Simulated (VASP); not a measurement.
## VASP 6.6.1 run: MgF2

INCAR

```
EDIFF = 1E-7
LWAVE = .FALSE.
LREAL = .FALSE.
NELM = 95
SIGMA = 0.02
ISMEAR = -1
LCHARG = .FALSE.
NSW = 0
ENCUT = 520
GGA = PE
LASPH = .FALSE.
ISIF = 2
IBRION = -1
NBANDS = 40
PREC = Accurate
```

KPOINTS

```
KPOINTS created by Atomic Simulation Environment
0
Gamma
6 6 8
0 0 0
```

POSCAR

```
Mg F
 1.0000000000000000
     4.4371353547999997    0.0000000000000000    0.0000000000000000
     0.0000000000000000    4.4371353547999997    0.0000000000000000
     0.0000000000000000    0.0000000000000000    3.1342963774000001
 Mg  F
   2   4
Cartesian
 -0.0000000000000000 -0.0000000000000000 -0.0000000000000000
  2.2185676773999998  2.2185676773999998  1.5671481887000005
  1.3507875462619385  1.3507875462619385 -0.0000000000000000
  0.8677801311380616  3.5693552236619386  1.5671481887000005
  3.5693552236619386  0.8677801311380616  1.5671481887000005
  3.0863478085380609  3.0863478085380609 -0.0000000000000000
```

The recommended PBE PAW datasets give the neutral cell 32 valence electrons.

Command

```
mpirun -np 1 vasp_std
```

Question: Predict the outcome of this run.

Answer: It converged. Results: gap between bands v and c on the k mesh 7.39 eV; least direct gap on the k mesh 7.39 eV; pressure 10.4 GPa. Band v is the last that the valence electrons fill when counted band by band, and c is the next.

OSZICAR

```
N       E                     dE             d eps       ncg     rms          rms(c)
DAV:   1     0.147951823095E+03    0.14795E+03   -0.16577E+04  4304   0.757E+02
DAV:   2    -0.283295531274E+02   -0.17628E+03   -0.17103E+03  4784   0.219E+02
DAV:   3    -0.338877267122E+02   -0.55582E+01   -0.55265E+01  4864   0.322E+01
DAV:   4    -0.339131228685E+02   -0.25396E-01   -0.25395E-01  4488   0.242E+00
DAV:   5    -0.339132414585E+02   -0.11859E-03   -0.11859E-03  4848   0.160E-01    0.102E+01
DAV:   6    -0.312259115554E+02    0.26873E+01   -0.46765E+00  4392   0.129E+01    0.287E+00
DAV:   7    -0.312478493813E+02   -0.21938E-01   -0.10247E-01  4576   0.154E+00    0.192E+00
DAV:   8    -0.312782560576E+02   -0.30407E-01   -0.55093E-02  4408   0.147E+00    0.284E-01
DAV:   9    -0.312778028249E+02    0.45323E-03   -0.48428E-04  4864   0.125E-01    0.155E-01
DAV:  10    -0.312782025032E+02   -0.39968E-03   -0.10474E-03  4480   0.160E-01    0.336E-02
DAV:  11    -0.312781989852E+02    0.35180E-05   -0.12032E-05  4984   0.211E-02    0.106E-02
DAV:  12    -0.312781987676E+02    0.21760E-06   -0.32159E-06  4472   0.108E-02    0.102E-03
DAV:  13    -0.312781988097E+02   -0.42143E-07   -0.79307E-08  3968   0.138E-03
   1 F= -.31278199E+02 E0= -.31278199E+02  d E =-.522344E-13
```

For comparison, a separate PBE run of the intended cell, on usual settings and not on those above, gives a gap of 7.39 eV on its mesh and a pressure of 10.4 GPa.
